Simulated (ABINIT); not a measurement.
ZnSe (Stilleite) in ABINIT: the effect of dispersion

ZnSe (Stilleite):

```
CELL_PARAMETERS angstrom
0.00000 2.83380 2.83380
2.83380 0.00000 2.83380
2.83380 2.83380 0.00000
ATOMIC_POSITIONS crystal
Se 0.75000 0.75000 0.75000
Zn 0.00000 0.00000 0.00000
```

Alike in all runs:

```yaml
Program: ABINIT 10.8.3 (patched build)
Task: equation of state
Functional: PBE
Potentials_or_basis: JTH PAW PBE v2.0
Cutoff: 599 eV
k_mesh: 8 × 8 × 8
Occupations: fermi-dirac, width 0.05 eV
Spin: no spin polarisation
```

Q: One run gave: V0 of scaled cells 22.49 Å³/atom; B0 63 GPa. Which dispersion did it use?
A. D3
B. none
C. D2
D. D3(BJ)

A: C.

| dispersion | V0 of scaled cells (Å³/atom) | B0 (GPa) |
| --- | --- | --- |
| none | 23.55 | 58 |
| D3 | 22.64 | 65 |
| D3(BJ) | 22.62 | 64 |
| D2 | 22.49 | 63 |

Caveats: pressures at fixed basis lie under the slope of the energies.
